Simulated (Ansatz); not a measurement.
## How far is PAW off for Ti?

```
Ti
1.0
     0.00000    2.83953    2.83953
     2.83953    0.00000    2.83953
     2.83953    2.83953    0.00000
Ti
2
Direct
  0.00000 0.00000 0.00000
  0.25000 0.25000 0.25000
```

Atoms are numbered in the order listed.

The structure comes from a relaxation in the same program, started in the diamond type, and has space group Fd-3m. Whether it is a known phase or the ground state wasn't checked.

Methods: DFT, PBE, PAW with Ansatz's default frozen-core files, scalar-relativistic (Ansatz 0.2.0); DFT, PBE, all-electron PAW with datasets made for the crystal, scalar-relativistic (Ansatz 0.2.0); DFT, PBE, all-electron LAPW, scalar-relativistic (Ansatz 0.2.0).

For PAW: a Γ-centred 11×11×11 k mesh, Fermi–Dirac smearing of 0.05 eV, cutoff 420 eV, no spin polarisation. The crystal-made all-electron datasets (AE datasets) take a cutoff of 300 eV at this cell. LAPW targets a basis error of 1 meV/atom. The Ansatz runs share mesh, smearing and spin set-up. Plane-wave (PAW) pressures include the program's estimate of the Pulay term.

Stress and pressure are positive in compression.

Levels count from the Fermi level.

```csv
quantity,PAW,AE datasets,LAPW
pressure (GPa),-0.01,-0.03,-0.03
highest filled level at Γ (eV),-0.146,-0.146,-0.146
highest filled level at X (eV),-0.009,-0.009,-0.009
lowest empty level at X (eV),0.186,0.186,0.186
highest filled level at U (eV),-0.216,-0.216,-0.216
lowest empty level at U (eV),0.259,0.259,0.259
```

PAW's pressure differs from the LAPW value by +0.02 GPa. Datasets made for the crystal and LAPW share parts of one code, so their agreement isn't an independent check.
